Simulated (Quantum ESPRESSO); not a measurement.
# Yb under changes of volume

One of the cells (41.281 Å³/atom); the others are scaled copies at fixed shape and fractional positions:

```
CELL_PARAMETERS angstrom
0.00000 2.74310 2.74310
2.74310 0.00000 2.74310
2.74310 2.74310 0.00000
ATOMIC_POSITIONS crystal
Yb 0.00000 0.00000 0.00000
```

```yaml
Program: Quantum ESPRESSO 7.5
Functional: rev-vdW-DF2
Potentials_or_basis: SSSP 1.3 efficiency PBE
Cutoff: 748 eV
Density_cutoff: 5987 eV
k_mesh: 7 × 7 × 7
Occupations: fermi-dirac, width 0.05 eV
Spin: collinear spin, ferromagnetic start
Starting_moments: "[1.0] μB"
```

```tsv
volume (Å³/atom)	energy over the lowest point (meV/atom)	pressure (GPa)
38.805	0.00	-3.1
39.630	16.21	-3.3
40.456	?	?
41.281	51.95	-3.8
42.107	71.15	-3.8
42.933	90.99	-3.9
43.758	111.46	-4.1
```

Question: What does the run at 40.456 Å³/atom give?

Answer: Energy over the lowest point 33.62 meV/atom; pressure -3.5 GPa.

Worked out: A Birch-Murnaghan fit of order 3 (a polynomial in V^(-2/3)) to the other rows has no minimum within the range. It gives 33.61 meV/atom at 40.456 Å³/atom, against the run's 33.62, and -dE/dV = -3.5 GPa, against -3.5.

Energies are extrapolated to zero smearing.

Caveats: the potentials were made for another functional, which shifts forces and pressure.
